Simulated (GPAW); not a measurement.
The system is Zn.

```
Zn
1.0
     2.67000    0.00000    0.00000
    -1.33500    2.31229    0.00000
     0.00000    0.00000    4.96600
Zn
2
Direct
  0.66667 0.33333 0.75000
  0.33333 0.66667 0.25000
```

- Program: GPAW 26.7.0
- Task: single point
- Functional: PBE
- Potentials or basis: GPAW PAW data sets (gpaw-data 1.2.1)
- Cutoff: 600 eV
- Basis: pw
- k mesh: 11 × 11 × 6
- Occupations: fermi-dirac, width 0.05 eV
- Spin: no spin polarisation

On this cell: pressure -1.0 GPa; largest force under 0.003 eV/Å; band gap on the k mesh none (metal or under the smearing width).

The same run follows on a disturbed copy (atoms moved at random, drawn with an rms of 0.05 Å):

```
Zn
1.0
     2.67000    0.00000    0.00000
    -1.33500    2.31229    0.00000
     0.00000    0.00000    4.96600
Zn
2
Direct
  0.66542 0.31974 0.74893
  0.32257 0.68013 0.25107
```

What changes?

The energy (extrapolated to zero smearing) moves by +1.0 meV/atom; pressure -0.9 GPa; largest force 0.049 eV/Å; band gap on the k mesh none (metal or under the smearing width).

Forces in eV/Å, atoms in the order of the input:
```
Zn  -0.028  0.032  0.023
Zn   0.028 -0.032 -0.023
```

Stress tensor (GPa, compression positive):
```
-0.56 -0.05 -0.01
-0.05 -0.67  0.01
-0.01  0.01 -1.52
```
